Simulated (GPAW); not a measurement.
# ZnSe (Stilleite) (F-43m) in GPAW: further runs, part 2 of 2

GPAW 26.7.0.

### 3 Band structure, PBE

The input, run.py:

```python
from ase.dft.bandgap import bandgap
from ase.io import read, write
from gpaw import GPAW

atoms = read('ZnSe.xyz')

calc = GPAW(mode='lcao',
            h=0.2,
            basis='dzp',
            xc='PBE',
            kpts={'size': (7, 7, 7), 'gamma': True},
            occupations={'name': 'fermi-dirac', 'width': 0.05},
            convergence={'density': 1e-05, 'energy': 1e-05},
            maxiter=150,
            txt='gpaw.txt')
atoms.calc = calc
energy = atoms.get_potential_energy()
forces = atoms.get_forces()
calc.write('gs.gpw')
write('result.traj', atoms)
print(f'Energy: {energy:.6f} eV')
print('Forces (eV/A):')
print(forces.round(4))
print('Fermi level:', round(calc.get_fermi_level(), 4), 'eV')
print(f'Gap: {bandgap(calc)[0]:.4f} eV, direct: {bandgap(calc, direct=True)[0]:.4f} eV')

path = atoms.cell.bandpath('GXWKGLUWLK,UX', npoints=100, eps=1e-4)
bs_calc = calc.fixed_density(kpts=path, symmetry='off', txt='bands.txt')
bs = bs_calc.band_structure()
bs.write('bs.json')
print(f'Gap on the path: {bandgap(bs_calc)[0]:.4f} eV')
```

The input, ZnSe.xyz:

```xyz
2
Lattice="0.0000000000 2.8338000000 2.8338000000 2.8338000000 0.0000000000 2.8338000000 2.8338000000 2.8338000000 0.0000000000" Properties=species:S:1:pos:R:3 pbc="T T T"
Se     4.2507000000      4.2507000000      4.2507000000
Zn     0.0000000000      0.0000000000      0.0000000000
```

Potentials or basis: GPAW PAW data sets (gpaw-data 1.2.1), lcao:dzp.

The run is started by

```
$ OMP_NUM_THREADS=1 python run.py
```

gpaw.txt:

```text
__  _  _
 | _ |_)|_||  |
 |__||  | ||/\| - 26.7.0

Input parameters:
  mode=LCAO(),
  basis={'default': 'dzp'},
  convergence={'density': 1e-05, 'energy': 1e-05},
  h=0.2,
  kpts=MonkhorstPack(size=(7, 7, 7), gamma=True),
  maxiter=150,
  occupations=Occupations(name='fermi-dirac', width=0.05),
  xc=XC(name='PBE')

                    Se

       Zn

Atoms  # Å, Bohr magnetons
|   | symbol |        x |        y |        z |    initial magnetic moments |
|---|--------|----------|----------|----------|-----------------------------|
| 0 |     Se | 4.250700 | 4.250700 | 4.250700 | ( 0.0000,  0.0000,  0.0000) |
| 1 |     Zn | 0.000000 | 0.000000 | 0.000000 | ( 0.0000,  0.0000,  0.0000) |

Unit cell  # Å
| periodic |        x |        y |        z |  lengths |    angles |
|----------|----------|----------|----------|----------|-----------|
|      yes | 0.000000 | 2.833800 | 2.833800 | 4.007598 | 60.000000 |
|      yes | 2.833800 | 0.000000 | 2.833800 | 4.007598 | 60.000000 |
|      yes | 2.833800 | 2.833800 | 0.000000 | 4.007598 | 60.000000 |

Number of symmetries: 24
Symmetry operations  # r_c * U_cc + t_c -> r_c
|    | kind |            matrix            |
|----|------|------------------------------|
|  0 |  E   |  1, 0, 0,  0, 1, 0,  0, 0, 1 |
|  1 |  σ   |  1, 0, 0,  0, 0, 1,  0, 1, 0 |
|  2 |  σ   |  1, 0,-1,  0, 1,-1,  0, 0,-1 |
|  3 |  C3  |  1, 0,-1,  0, 0,-1,  0, 1,-1 |
|  4 |  C3  |  1,-1, 0,  0,-1, 1,  0,-1, 0 |
|  5 |  σ   |  1,-1, 0,  0,-1, 0,  0,-1, 1 |
|  6 |  σ   |  0, 1, 0,  1, 0, 0,  0, 0, 1 |
|  7 |  C3  |  0, 1, 0,  0, 0, 1,  1, 0, 0 |
|  8 |  C2  |  0, 1,-1,  1, 0,-1,  0, 0,-1 |
|  9 |  S4  |  0, 1,-1,  0, 0,-1,  1, 0,-1 |
| 10 |  C3  |  0, 0, 1,  1, 0, 0,  0, 1, 0 |
| 11 |  σ   |  0, 0, 1,  0, 1, 0,  1, 0, 0 |
| 12 |  S4  |  0, 0,-1,  1, 0,-1,  0, 1,-1 |
| 13 |  C3  |  0, 0,-1,  0, 1,-1,  1, 0,-1 |
| 14 |  S4  |  0,-1, 1,  1,-1, 0,  0,-1, 0 |
| 15 |  C2  |  0,-1, 1,  0,-1, 0,  1,-1, 0 |
| 16 |  C3  |  0,-1, 0,  1,-1, 0,  0,-1, 1 |
| 17 |  S4  |  0,-1, 0,  0,-1, 1,  1,-1, 0 |
| 18 |  S4  | -1, 1, 0, -1, 0, 1, -1, 0, 0 |
| 19 |  C3  | -1, 1, 0, -1, 0, 0, -1, 0, 1 |
| 20 |  C3  | -1, 0, 1, -1, 1, 0, -1, 0, 0 |
| 21 |  S4  | -1, 0, 1, -1, 0, 0, -1, 1, 0 |
| 22 |  σ   | -1, 0, 0, -1, 1, 0, -1, 0, 1 |
| 23 |  C2  | -1, 0, 0, -1, 0, 1, -1, 1, 0 |

BZ-sampling:
  Number of BZ points: 343
  Number of IBZ points: 20

  Monkhorst-Pack size: [7, 7, 7]
  Monkhorst-Pack shift: [0, 0, 0]

K-points  # in reciprocal-cell coordinates
|     |                                coordinates |     weight |
|-----|--------------------------------------------|------------|
|   0 | (  0.00000000,   0.00000000,   0.00000000) | 0.00291545 |
|   1 | (  0.14285714,   0.14285714,   0.00000000) | 0.01749271 |
|   2 | (  0.14285714,   0.14285714,   0.14285714) | 0.02332362 |
|   3 | (  0.28571429,   0.14285714,   0.14285714) | 0.03498542 |
|   4 | (  0.28571429,   0.28571429,   0.00000000) | 0.01749271 |
|   5 | (  0.28571429,   0.28571429,   0.14285714) | 0.06997085 |
|   6 | (  0.28571429,   0.28571429,   0.28571429) | 0.02332362 |
|   7 | (  0.42857143,  -0.28571429,  -0.28571429) | 0.03498542 |
|   8 | (  0.42857143,   0.28571429,  -0.42857143) | 0.13994169 |
|   9 | (  0.42857143,   0.28571429,  -0.28571429) | 0.06997085 |
| ... |                                            |            |
|  19 | (  0.42857143,   0.42857143,   0.42857143) | 0.02332362 |

basis functions: 34
Spin-components: 1 (collinear spins)
Bands:           13
Projectors:      11
Spin-degeneracy: 2
Datatype:        <class 'complex'>

Parallelization:
  kpt:    1
  domain: 1
  band:   1

Density:
  Valence electrons: 18.0
  Components: 1
  Grid points: [16 16 16]
  Charge: 0.0  # |e|

Potential:
  Grid points: [16 16 16]

species:
  Se:
    name:    Selenium
    Z:       34.0
    valence: 6
    core:    28
    charge:  0.0  # [|e|]
    compensation charges:
[... 154 lines left out ...]
|   5 | (  0.28571429,   0.28571429,   0.14285714) | 0.06997085 |
|   6 | (  0.28571429,   0.28571429,   0.28571429) | 0.02332362 |
|   7 | (  0.42857143,  -0.28571429,  -0.28571429) | 0.03498542 |
|   8 | (  0.42857143,   0.28571429,  -0.42857143) | 0.13994169 |
|   9 | (  0.42857143,   0.28571429,  -0.28571429) | 0.06997085 |
| ... |                                            |            |
|  19 | (  0.42857143,   0.42857143,   0.42857143) | 0.02332362 |

basis functions: 34
Spin-components: 1 (collinear spins)
Bands:           13
Projectors:      11
Spin-degeneracy: 2
Datatype:        <class 'complex'>

Parallelization:
  kpt:    1
  domain: 1
  band:   1

Density:
  Valence electrons: 18.0
  Components: 1
  Grid points: [16 16 16]
  Charge: 0.0  # |e|

Potential:
  Grid points: [16 16 16]

species:
  Se:
    name:    Selenium
    Z:       34.0
    valence: 6
    core:    28
    charge:  0.0  # [|e|]
    compensation charges:
      type: gauss
      rc: 0.27  # [Å]
      lmax: 2
    cutoffs:
      filter: 1.77  # [Å]
      core: 2.67  # [Å]
    projectors
    | kind |    occ | energy [eV] | rcut [Å] |
    |------|--------|-------------|----------|
    |   4s |  2.000 |     -17.277 |    0.847 |
    |   4p |  4.000 |      -6.512 |    1.005 |
    |    s |        |       9.935 |    0.847 |
    |    p |        |      20.699 |    1.005 |
    |    d |        |       0.000 |    0.847 |

    LCAO basis set for Se:
      Name: dzp
      File: <dir>
      Number of radial functions: 5
      Number of spherical harmonics: 13
        l=0, rc=5.7344 Bohr: 4s-sz confined orbital
        l=1, rc=7.2656 Bohr: 4p-sz confined orbital
        l=0, rc=3.1875 Bohr: 4s-dz split-valence wave
        l=1, rc=4.2188 Bohr: 4p-dz split-valence wave
        l=2, rc=7.2656 Bohr: d-type Gaussian polarization
      Number of RI-basis functions 0

  Zn:
    name:    Zinc
    Z:       30.0
    valence: 12
    core:    18
    charge:  0.0  # [|e|]
    compensation charges:
      type: gauss
      rc: 0.37  # [Å]
      lmax: 2
    cutoffs:
      filter: 2.14  # [Å]
      core: 2.28  # [Å]
    projectors
    | kind |    occ | energy [eV] | rcut [Å] |
    |------|--------|-------------|----------|
    |   4s |  2.000 |      -5.977 |    1.286 |
    |   4p |  0.000 |      -1.117 |    1.270 |
    |   3d | 10.000 |     -10.142 |    1.180 |
    |    s |        |      21.234 |    1.286 |
    |    p |        |      26.095 |    1.270 |
    |    d |        |      17.070 |    1.180 |

    LCAO basis set for Zn:
      Name: dzp
      File: <dir>
      Number of radial functions: 7
      Number of spherical harmonics: 21
        l=0, rc=8.1562 Bohr: 4s-sz confined orbital
        l=1, rc=12.4062 Bohr: 4p-sz confined orbital
        l=2, rc=4.3594 Bohr: 3d-sz confined orbital
        l=0, rc=4.7188 Bohr: 4s-dz split-valence wave
        l=1, rc=7.4844 Bohr: 4p-dz split-valence wave
        l=2, rc=2.8125 Bohr: 3d-dz split-valence wave
        l=1, rc=8.1562 Bohr: p-type Gaussian polarization
      Number of RI-basis functions 0

Reference energy: -114964.858784  # eV

eigensolver:
  <gpaw.new.lcao.eigensolver.LCAOEigensolver object>
density mixing:
  MSR1-Mixer
  Pratt-step length: 0.05
  Maximum mixing coefficient: 0.75
  Old densities: 10
  SVD Regularization: 0.005
  Good broyden scale: 1.0
  Trust region scale: 1.0
  Backstep threshold: 4.0
  History deletion threshold: 6.0
  Fourier metric: weight=20.0, sigma=0.015

occupation numbers:
  Fermi-Dirac:
    width: 0.0500  # eV

FastPoissonSolver using
    Stencil: 12*3+1=37 point O(h^6) finite-difference Laplacian
    FFT axes: [np.int64(0), np.int64(1), np.int64(2)]
    FST axes: []

xc functional:
  name: PBE with 2 nearest neighbor stencil
interpolation: tri-quintic # 5. degree polynomial

convergence criteria:
- Maximum integral of absolute [dens]ity change: 1e-05 electrons / valence electron
- Maximum [total energy] change in last 3 cyles: 1e-05 eV / valence electron
- Maximum integral of absolute [eigenst]ate change: 4e-08 eV^2 / valence electron
maximum number of iterations: 150

SCF iterations
|iter     | |      energy | eigst |  dens |
|---------|-|-------------|-------|-------|
|iter:   1| |   -5.577670 |      c|       |
|iter:   2| |   -5.551783 |      c| -1.40 |
|iter:   3| |   -5.485928 |      c| -1.43 |
|iter:   4| |   -5.487322 |      c| -1.93 |
|iter:   5| |   -5.486938 |      c| -2.58 |
|iter:   6| |   -5.486936 |      c| -3.54 |
|iter:   7| |   -5.486936c|      c| -4.31 |
|iter:   8| |   -5.486936c|      c| -5.28c|

Converged in 8 steps
Energy contributions relative to reference atoms: (reference = -114964.858784)

Energy contributions:
  Kinetic:          14.558827
  Coulomb:         -12.110149
  Zero:              0.177119
  External:          0.000000
  Xc:               -8.112732
  Entropy:          -0.000000
  Spinorbit:         0.000000
  ----------------------------
  Free energy:      -5.486936
  Extrapolated:     -5.486936

dipole moment: (-6.991010, -6.991010, -6.991010)  # |e|*Ang

Fermi level: 4.598
Eigenvalues  # (at kpt = [0.000, 0.000, 0.000])
| band index |      eig [eV] | occ [0-2] |
|------------|---------------|-----------|
|          0 |        -9.361 |     2.000 |
|          1 |        -2.569 |     2.000 |
|          2 |        -2.569 |     2.000 |
|          3 |        -2.569 |     2.000 |
|          4 |        -2.145 |     2.000 |
|          5 |        -2.145 |     2.000 |
|          6 |         3.901 |     2.000 |
|          7 |         3.905 |     2.000 |
|          8 |         3.905 |     2.000 |
|          9 |         5.231 |     0.000 |
|         10 |         9.776 |     0.000 |
|         11 |         9.778 |     0.000 |
|         12 |         9.778 |     0.000 |

Gap: 1.326 eV
Transition (v -> c):
  (s=0, k=0, n=8, [0.00, 0.00, 0.00]) -> (s=0, k=0, n=9, [0.00, 0.00, 0.00])
No difference between direct/indirect transitions

Forces  # eV/Ang
|       x |       y |       z |
|---------|---------|---------|
| 0.00000 | 0.00000 | 0.00000 |  # Se   0
| 0.00000 | 0.00000 | 0.00000 |  # Zn   1

# Writing to gs.gpw (mode='')
```

Run time: 37 s. Hardware: 1 thread of Intel Xeon Platinum 8488C (Sapphire Rapids), shared host; peak memory 0.2 GiB.

What came out:

```
Free energy             : -5.4869 eV
Band gap on the k mesh  : 1.33 eV, direct
Band gap along the path : 1.33 eV, direct
```

Levels at the corners of the path, in eV from the valence-band top:
| point | band 6 | band 7 | band 8 | band 9 | band 10 | band 11 | band 12 |
| --- | --- | --- | --- | --- | --- | --- | --- |
| Γ | -6.05 | 0.00 | 0.00 | 0.00 | 1.33 | 5.87 | 5.87 |
| X | -5.91 | -4.74 | -2.20 | -2.20 | 3.16 | 3.70 | 11.24 |
| W | -5.79 | -4.68 | -2.77 | -2.68 | 5.54 | 5.75 | 7.18 |
| K | -5.82 | -4.72 | -3.10 | -1.80 | 3.72 | 5.71 | 9.38 |
| Γ | -6.05 | 0.00 | 0.00 | 0.00 | 1.33 | 5.87 | 5.87 |
| L | -5.93 | -5.25 | -0.87 | -0.87 | 2.61 | 6.58 | 6.58 |
| U | -5.82 | -4.72 | -3.10 | -1.80 | 3.72 | 5.71 | 9.38 |
| W | -5.79 | -4.68 | -2.77 | -2.68 | 5.54 | 5.75 | 7.18 |
| L | -5.93 | -5.25 | -0.87 | -0.87 | 2.61 | 6.58 | 6.58 |
| K | -5.82 | -4.72 | -3.10 | -1.80 | 3.72 | 5.71 | 9.38 |
| U | -5.82 | -4.72 | -3.10 | -1.80 | 3.72 | 5.71 | 9.38 |
| X | -5.91 | -4.74 | -2.20 | -2.20 | 3.16 | 3.70 | 11.24 |

Caveat: the real-space grid adds noise to forces; the basis of atomic orbitals isn't converged, which shifts pressures, moduli and gaps.

### 4 How close it comes

Step 2. Measured gap of ZnSe: 2.695 eV (an exciton energy, a little under the gap; 300 K; “Alloy Disordering Effects on the Thermal Conductivity and Energy Gap Temperature Dependence of Cd1−xZnxSe Ternary Crystals Grown by the Bridgman Method”, 2023, pmc:10253836). This calculation gives 1.30 eV (-1.40 eV). So large a miss can be the level of theory's own, or it may mean another phase, state or a wrong row. Spin-orbit coupling on Se is left out. The value is that of PBE, without temperature or zero-point motion. Semilocal functionals fall short of measured gaps as a rule.

Step 3. A measured gap of ZnSe is 2.695 eV (an exciton energy, a little under the gap; 300 K; “Alloy Disordering Effects on the Thermal Conductivity and Energy Gap Temperature Dependence of Cd1−xZnxSe Ternary Crystals Grown by the Bridgman Method”, 2023, pmc:10253836); the calculated 1.33 eV misses it by -1.37 eV. So large a miss can be the level of theory's own, or it may mean another phase, state or a wrong row. Spin-orbit coupling on Se is left out. The value is that of PBE in an atomic basis (GPAW PAW data sets (gpaw-data 1.2.1), lcao:dzp), whose error adds to the functional's,, without temperature or zero-point motion. Semilocal functionals fall short of measured gaps as a rule.
